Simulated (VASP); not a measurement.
A run of VASP 6.6.1 is set up as follows.

INCAR

```
SYSTEM = As2Pt
  PREC = Accurate
  ENCUT = 600
  EDIFF = 1E-7
  ISMEAR = 0
  SIGMA = 0.03
  LREAL = .FALSE.
  LASPH = .TRUE.
  NELM = 80
  ALGO = Normal
  ISIF = 2
  LWAVE = .FALSE.
  LCHARG = .FALSE.
  GGA = CA
  IBRION = 2
  NSW = 40
  EDIFFG = -0.01
  KPAR = 4
```

The input KPOINTS:

```
Automatic mesh
0
G
  6 6 6
  0 0 0
```

POSCAR

```
As2Pt                                   
1.0
    6.0295885435      0.0000000000      0.0000000000
    0.0000000000      6.0295885435      0.0000000000
    0.0000000000      0.0000000000      6.0295885435
  As              Pt            
     8     4
Direct
     0.3830144512340610    0.3830144512340610    0.3830144512340610
     0.1169855487659390    0.6169855487659390    0.8830144512340610
     0.8830144512340610    0.1169855487659390    0.6169855487659390
     0.6169855487659390    0.8830144512340610    0.1169855487659390
     0.6169855487659390    0.6169855487659390    0.6169855487659390
     0.8830144512340610    0.3830144512340610    0.1169855487659390
     0.1169855487659390    0.8830144512340610    0.3830144512340610
     0.3830144512340610    0.1169855487659390    0.8830144512340610
     0.0000000000000000    0.0000000000000000    0.0000000000000000
     0.5000000000000000    0.0000000000000000    0.5000000000000000
     0.5000000000000000    0.5000000000000000    0.0000000000000000
     0.0000000000000000    0.5000000000000000    0.5000000000000000
```

Potentials or basis: VASP PAW LDA potentials, release 64 (As, Pt).

Launch:

```bash
$ cat potpaw_LDA.64/As/POTCAR potpaw_LDA.64/Pt/POTCAR > POTCAR
$ mpirun -np 4 vasp_std > vasp.out
```

**Question.** Predict the band gap on the k mesh.

**Answer.** 0.12 eV, indirect (least direct gap 0.81 eV).

**Question.** What does it give for the energy gained by relaxing?

**Answer.** 0.0 meV/atom.

Final structure:
```xyz
12
Lattice="6.0296 0.0000 0.0000 0.0000 6.0296 0.0000 0.0000 0.0000 6.0296" Properties=species:S:1:pos:R:3 pbc="T T T"
As    2.3106    2.3106    2.3106
As    0.7042    3.7190    5.3254
As    5.3254    0.7042    3.7190
As    3.7190    5.3254    0.7042
As    3.7190    3.7190    3.7190
As    5.3254    2.3106    0.7042
As    0.7042    5.3254    2.3106
As    2.3106    0.7042    5.3254
Pt    6.0296    0.0000    6.0296
Pt    3.0148    0.0000    3.0148
Pt    3.0148    3.0148    6.0296
Pt    6.0296    3.0148    3.0148
```

Caveat: spin-orbit coupling is left out, which moves the levels of the heavy elements. A k mesh can miss the band edges.
